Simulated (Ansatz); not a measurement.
# Stress against strain in Sn

```yaml
crystal:
  lattice:
    - [0.00000, 3.24560, 3.24560]
    - [3.24560, 0.00000, 3.24560]
    - [3.24560, 3.24560, 0.00000]
  atoms:
    - { symbol: Sn, position: [0.50000, 0.50000, 0.50000] }
    - { symbol: Sn, position: [0.75000, 0.75000, 0.75000] }
```

Atom numbers follow the list: Sn1, Sn2.

The cell is COD entry 9008568, as deposited and not checked against the literature; nothing was relaxed.

No spin–orbit coupling, which matters for the heavy atoms here.

All numbers below come from Ansatz 0.2.0, DFT, PBE, all-electron LAPW, scalar-relativistic.

Settings: a Γ-centred 9×9×9 k mesh, Fermi–Dirac smearing of 0.03 eV, basis error target 0.25 meV/atom, no spin polarisation.

The strain is applied along the Cartesian axes of the cell as listed (γ is the engineering shear, twice εxy = εyz = εzx). Fractional coordinates are held (clamped ions).

σ is the change of stress from the unstrained cell, which is at 3.19 GPa; tension is positive, so slopes are stress–strain coefficients at that pressure. In a metal the k mesh adds noise.

Only quantities that a quadratic follows smoothly over the whole series are listed; rougher ones are left out.

| γ | σxy (GPa) |
| --- | --- |
| -0.0300 | -1.73 |
| -0.0100 | -0.54 |
| 0.0000 | 0.00 |
| 0.0100 | 0.52 |
| 0.0200 | 1.02 |
| 0.0300 | 1.50 |

Task: Fit the series and read off the stiffness at zero strain.

Result: Least-squares fits y = p0 + p1 x + p2 x² to the rows give σxy (GPa): p1 = 53.7, p2 = -130. So C44 (clamped ions) = 54 GPa.

Task: One run, at γ = -0.0200, is withheld. Predict its row.

Result: The fits give -1.13; the run gave -1.12.
